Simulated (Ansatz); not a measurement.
# Lu (P-1) in Ansatz: convergence with ecutrho ratio

Aim: find how far ecutrho ratio must go before the results for Lu settle, at PBE. This setting moves, with any that are tied to it; all else stays.

All numbers are computed with Ansatz 0.2.0; they aren't measurements. Logs are shortened: lines on timing, memory, paths and dates and some standing lists are left out, and cuts for length are marked.

## (1) The cell of the first run

The typed cell holds 1 atom: a = 3.408 Å, b = 3.414 Å, c = 3.349 Å, α = 109.81°, β = 109.06°, γ = 109.95°.

This isn't the form of Lu at room conditions, which is hcp.

The cell isn't the ideal one: cell strained at random at fixed volume.

## (2) With ecutrho ratio 4

The input, input.yaml:

```yaml
crystal:
  lattice:
    - [-1.961506, 1.985989, 1.955057]
    - [1.97238, -1.980573, 1.960514]
    - [1.91614, 1.935207, -1.949641]
  atoms:
    - { symbol: Lu, position: [0.002874, 0.010557, 0.002955] }
hamiltonian:
  xc: pbe
  pseudopotentials: { kind: paw }
kpoints:
  mp_grid: { grid: [7, 7, 7] }
scf:
  occupations: { method: fermi_dirac, width: 0.05 }
output:
  forces: true
  stress: true
  eigenvalues: true
basis:
  ecutrho_ratio: 4
```

Potentials or basis: Ansatz PAW.

Run with:

```
ansatz run input.yaml --threads 2 --pin off --max-ram 5632MiB --backend cpu --events-out ev --progress --plain --runs-dir out
```

Output:

```text
Warning: RAYON_NUM_THREADS=2 ignored (pool sized by the plan → 2); use --threads N
Engine: ansatz 0.2.0, x86_64-unknown-linux-gnu
Pseudopotentials: kind: paw
Pseudopotential: Lu, paw, valence charge 25, recommended cutoff 420 eV (normal), Lu.paw.azcp
Functional definition: PBE
  parameter kappa = 0.804
  parameter beta = 0.06672455060314922
  exchange = pbe_x(kappa = kappa, mu = beta*pi^2/3)
  correlation = pbe_c(beta = beta)
Crystal: 1 atoms, lattice volume = 29.847 Å³
Basis set: ecut = 420 eV, 593 PW (Γ), exchange–correlation on 48×48×48 points (8 copies of the dense FFT grid, shifted against one another)
Bands: 17, of which v1, the nominal top of the filled ones, is band 13 counted from 1 (12 counted from 0)
Symmetry: 2 space group operations
Space group: P-1 (ITA 2), of the structure as read, at distance tolerance 3.1e-5 Å
k-points: 172 of 343
Non-local potential: Lu, projectors of the file, l = 0: 3, l = 1: 2, l = 2: 2, l = 3: 3
PAW form: soft (Blöchl's): semilocal exchange-correlation on the pseudo side does not see the compensation charge
PAW one-centre angular grid: Lu, 590 points (default); XC on 64 Gauss nodes
Initial density: superposition of atomic densities (neutral atoms: chi_scale 0, normalization atom), corrected by the library's trained network
Initial wavefunctions: pseudopotential atomic-orbital guess
Functional: x = pbe(κ = 0.804, μ = 0.2195149727645171), c = pbe(β = 0.06672455060314922)
SCF iter   1: F=—  HF=-14732.292797 eV  |F-HF|=—  |Δ(HF+E_count)|=         —  Δρ=1.47e-3  dr2=4.19e-4  ethr=1.77e-3  ⟨swp⟩=5.1  Hψ=16288  notcnv=0
preconditioner: auto → Kerker (q_TF=auto, 2.649 Å⁻¹)  [metal: Δε(μ)=0.005 eV  Ē_g=13.825 eV  σ=0.050 eV  W_gap=0.02  n_scr=12 (ndim 8)  ℏωp=32.6 eV  f_vac=0.000  D(μ)=2.50/eV (n_scr^D=18)]
SCF iter   2: F=—  HF=-14732.290390 eV  |F-HF|=—  |Δ(HF+E_count)|=   2.41e-3  Δρ=1.64e-3  dr2=6.73e-4  ethr=1.68e-6  ⟨swp⟩=4.3  Hψ=10612  notcnv=0  defer=3
SCF iter   3: F=—  HF=-14732.289325 eV  |F-HF|=—  |Δ(HF+E_count)|=   1.07e-3  Δρ=7.63e-4  dr2=1.74e-4  ethr=1.68e-6  ⟨swp⟩=3.4  Hψ=6179  notcnv=0  defer=3
SCF iter   4: F=—  HF=-14732.289232 eV  |F-HF|=—  |Δ(HF+E_count)|=   9.29e-5  Δρ=3.52e-4  dr2=3.12e-5  ethr=6.96e-7  ⟨swp⟩=2.8  Hψ=6401  notcnv=0  defer=3
SCF iter   5: F=—  HF=-14732.289231 eV  |F-HF|=—  |Δ(HF+E_count)|=   9.83e-7  Δρ=4.68e-5  dr2=5.89e-7  ethr=1.25e-7  ⟨swp⟩=2.3  Hψ=4883  notcnv=0  defer=3
SCF iter   6: F=—  HF=-14732.289231 eV  |F-HF|=—  |Δ(HF+E_count)|=   8.40e-8  Δρ=2.81e-5  dr2=7.35e-8  ethr=4.00e-10  ⟨swp⟩=7.6  Hψ=20551  notcnv=0
SCF iter   7: F=—  HF=-14732.289229 eV  |F-HF|=—  |Δ(HF+E_count)|=   1.62e-6  Δρ=1.09e-5  dr2=6.97e-9  ethr=2.94e-10  ⟨swp⟩=8.9  Hψ=19055  notcnv=0
SCF iter   8: F=-14732.289229 eV  HF=-14732.289229 eV  |F-HF|=1.03e-8  |Δ(HF+E_count)|=   2.15e-7  Δρ=1.56e-6  dr2=2.66e-10  ethr=2.79e-11  ⟨swp⟩=6.3  Hψ=14227  notcnv=0
SCF 1 converged in 8 iterations: F = -14732.289229 eV  dr2 = 2.66e-10
SCF converged after 8 iterations
Free energy (F): -14732.289229 eV
Harris-Foulkes:  -14732.289229 eV  (|F-HF|=1.03e-8)
Internal energy: -14732.269006 eV  (E = F + TS)
E sigma→0 (E₀):  -14732.279117 eV
Entropy (-TS):   -0.020223 eV (-20.223 meV/atom)
Fermi energy:    13.501966 eV
--- Per-component energies (eV) ---
  E_band       = -15.516668
  E_kinetic    = 417.100769
  E_local      = -6784.333771  (includes V_loc(G=0)·N_el)
  E_nonlocal   = 576.627940
  E_hartree    = 2839.961795
  E_xc         = -217.440508
  E_vxc        = -257.276043  (∫ρ·V_xc dr)
  E_paw        = -7374.249889  (= ΣΔE_a)
  E_vpaw       = 352.440639  (= ΣTr[D̂ρ^β])
  E_aug_tail   = 0.000035  (compensation charges beyond the density's cutoff)
  E_ewald      = -4189.935375
  E_smearing   = -0.020223  (= −TS)
  E_closure    = -0.000000  (closes the sum)
  Σ components = -14732.289229   (vs F -14732.289229, Δ=0.00e0)
--- Forces (eV/Å), atoms counted from 1 ---
  atom   1  Lu     0.00000000     0.00000000     0.00000000
  max |Σ_I F_I| component: 0.00e0 eV/Å
--- Stress (GPa, compression-positive) ---
       -0.449365       0.682389      -0.163180
        0.682389      -0.378314      -0.073194
       -0.163180      -0.073194      -0.401837
  P = ⅓ Tr σ = -0.4098 GPa (-4.098 kbar)
--- Band table (eV; the first three rows and the last of 172) ---
  k-point 0: bands = ["-42.9323", "-13.3863", "-13.3854", "-13.3834", "7.3869", "8.2742", "8.2791", "8.2862", "8.3665", "8.3673", "8.3704", "8.3861", "15.4268", "15.5981", "15.7214", "17.7275", "17.8306"]
  k-point 1: bands = ["-42.9264", "-13.4778", "-13.4174", "-13.3857", "7.9718", "8.2840", "8.2895", "8.2927", "8.3539", "8.3590", "8.3631", "8.3798", "15.2800", "15.3678", "16.0411", "17.2446", "17.7389"]
  k-point 2: bands = ["-42.9131", "-13.6826", "-13.4885", "-13.3848", "8.2975", "8.3089", "8.3189", "8.3197", "8.3381", "8.3583", "8.3787", "9.4669", "14.3663", "14.4900", "17.3669", "17.7232", "17.8847"]
  k-point 171: bands = ["-42.9110", "-13.7045", "-13.4651", "-13.4598", "8.3040", "8.3089", "8.3156", "8.3223", "8.3506", "8.3597", "8.3619", "10.3164", "13.7994", "13.8337", "18.0107", "18.1372", "19.1840"]
```

Wall time 6.7 s (2 threads of Intel Xeon at 2.50GHz (Skylake/Cascade Lake), shared host); peak memory 0.38 GiB.

What came out:

```
Free energy            : -14732.2892 eV
Pressure               : -0.4 GPa
Band gap on the k mesh : none (metal or under the smearing width)
```

## (3) With ecutrho ratio 5

Changes to input.yaml since step 2:

```diff
@@ -19,2 +19,2 @@
 basis:
-  ecutrho_ratio: 4
+  ecutrho_ratio: 5
```

Potentials or basis: Ansatz PAW.

Run with:

```
ansatz run input.yaml --threads 2 --pin off --max-ram 5632MiB --backend cpu --events-out ev --progress --plain --runs-dir out
```

Wall time 6.8 s (2 threads of Intel Xeon at 2.50GHz (Skylake/Cascade Lake), shared host); peak memory 0.39 GiB.

What came out:

```
Free energy            : -14732.2892 eV
Pressure               : -0.4 GPa
Band gap on the k mesh : none (metal or under the smearing width)
```

## (4) With ecutrho ratio 6

Changes to input.yaml since step 3:

```diff
@@ -19,2 +19,2 @@
 basis:
-  ecutrho_ratio: 5
+  ecutrho_ratio: 6
```

Run with:

```
ansatz run input.yaml --threads 2 --pin off --max-ram 5632MiB --backend cpu --events-out ev --progress --plain --runs-dir out
```

Run time: 6.9 s. Hardware: 2 threads of Intel Xeon at 2.50GHz (Skylake/Cascade Lake), shared host; peak memory 0.39 GiB.

What came out:

| Quantity | Value |
| --- | --- |
| Free energy | -14732.2892 eV |
| Pressure | -0.4 GPa |
| Band gap on the k mesh | none (metal or under the smearing width) |

## (5) With ecutrho ratio 8

Changes to input.yaml since step 4:

```diff
@@ -19,2 +19,2 @@
 basis:
-  ecutrho_ratio: 6
+  ecutrho_ratio: 8
```

Run with:

```
ansatz run input.yaml --threads 2 --pin off --max-ram 5632MiB --backend cpu --events-out ev --progress --plain --runs-dir out
```

Run time: 6.8 s. Hardware: 2 threads of Intel Xeon at 2.50GHz (Skylake/Cascade Lake), shared host; peak memory 0.41 GiB.

Results (log left out):

| Item | Value |
| --- | --- |
| Free energy | -14732.2892 eV |
| Pressure | -0.4 GPa |
| Band gap on the k mesh | none (metal or under the smearing width) |

## (6) With ecutrho ratio 10

Changes to input.yaml since step 5:

```diff
@@ -19,2 +19,2 @@
 basis:
-  ecutrho_ratio: 8
+  ecutrho_ratio: 10
```

Potentials or basis: Ansatz PAW.

Run with:

```
ansatz run input.yaml --threads 2 --pin off --max-ram 5632MiB --backend cpu --events-out ev --progress --plain --runs-dir out
```

Wall time 7.1 s (2 threads of Intel Xeon at 2.50GHz (Skylake/Cascade Lake), shared host); peak memory 0.43 GiB.

Results (log left out):

| Property | Result |
| --- | --- |
| Free energy | -14732.2892 eV |
| Pressure | -0.4 GPa |
| Band gap on the k mesh | none (metal or under the smearing width) |

## (7) With ecutrho ratio 12

Changes to input.yaml since step 6:

```diff
@@ -19,2 +19,2 @@
 basis:
-  ecutrho_ratio: 10
+  ecutrho_ratio: 12
```

Run with:

```
ansatz run input.yaml --threads 2 --pin off --max-ram 5632MiB --backend cpu --events-out ev --progress --plain --runs-dir out
```

It took 7.8 s on 2 threads of Intel Xeon at 2.50GHz (Skylake/Cascade Lake), shared host; peak memory 0.43 GiB.

Results (log left out):

| Property | Result |
| --- | --- |
| Free energy | -14732.2892 eV |
| Pressure | -0.4 GPa |
| Band gap on the k mesh | none (metal or under the smearing width) |

## (8) Summary

| ecutrho ratio | energy less the tightest run, at zero smearing (meV/atom) | SCF cycles | CPU time (s) | peak memory (GiB) |
| --- | --- | --- | --- | --- |
| 4 | 0.00 | 8 | 13 | 0.38 |
| 5 | 0.00 | 8 | 13 | 0.39 |
| 6 | 0.00 | 8 | 13 | 0.39 |
| 8 | 0.00 | 8 | 13 | 0.41 |
| 10 | 0.00 | 8 | 13 | 0.43 |
| 12 | 0.00 | 8 | 14 | 0.43 |

Against the tightest run, the energy stays within 1 meV/atom from 4 on. The tightest run that finished is the yardstick and may itself not be fully converged.
